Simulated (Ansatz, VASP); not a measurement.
Mg: VASP beside Ansatz

The input INCAR:

```
PREC = Accurate ; ENCUT = 520
EDIFF = 1E-7 ; ISMEAR = -1
SIGMA = 0.08 ; LREAL = F
LASPH = T ; NELM = 80
ALGO = Normal ; ISIF = 2
LWAVE = F ; LCHARG = F
GGA = PS ; NBANDS = 9
```

Contents of KPOINTS:

```
regular mesh
0
Gamma
  12 12 7
```

The input POSCAR:

```
Mg
1.0
    3.2305256058      0.0000000000      0.0000000000
   -1.6152628028      2.7977172422      0.0000000000
    0.0000000000      0.0000000000      5.2448365023
Mg
2
Direct
    0.3333333333      0.6666666667      0.2500000000
    0.6666666667      0.3333333333      0.7500000000
```

Input for Ansatz:

```yaml
crystal:
  lattice:
    - [3.2305256058, 0.0, 0.0]
    - [-1.6152628028, 2.7977172422, 0.0]
    - [0.0, 0.0, 5.2448365023]
  atoms:
    - { symbol: Mg, position: [0.3333333333, 0.6666666667, 0.25] }
    - { symbol: Mg, position: [0.6666666667, 0.3333333333, 0.75] }
kpoints:
  mp_grid: { grid: [12, 12, 7] }
  band_path:
    path:
      - [0.0, 0.0, 0.0]
      - [0.5, 0.0, 0.0]
      - [0.3333333333, 0.3333333333, 0.0]
      - [0.0, 0.0, 0.0]
      - [0.0, 0.0, 0.5]
      - [0.5, 0.0, 0.5]
      - [0.3333333333, 0.3333333333, 0.5]
      - [0.0, 0.0, 0.5]
      - [0.5, 0.0, 0.5]
    npoints: 5
scf:
  occupations: { method: fermi_dirac, width: 0.08 }
hamiltonian:
  xc: pbesol
  pseudopotentials: { kind: all_electron, lapw: { basis_error: 0.0005 } }
output:
  forces: true
  stress: true
  eigenvalues: true
```

Change from the starting cell: volume scaled by 1.02.

Alike in both runs: task single point; functional PBEsol; k mesh 12 × 12 × 7; occupations fermi-dirac, width 0.08 eV; no spin polarisation.

|  | VASP | Ansatz |
| --- | --- | --- |
| version | VASP 6.6.1 | Ansatz 0.2.0 |
| potentials or method | VASP PAW PBE potentials, release 64 (Mg) | all-electron LAPW, scalar-relativistic |
| plane-wave cutoff (eV) | 520 | see its input |

```csv
,VASP,Ansatz,Ansatz less VASP
pressure (GPa),-1.8,-1.8,+0.04
largest component of the traceless stress (GPa),0.50,0.50,-0.001
```

Ansatz ran all-electron here, so the differences hold the error of VASP's frozen core and of both bases.

Caveats: the PAW data sets were made with another functional, which shifts forces and pressure a little (VASP).
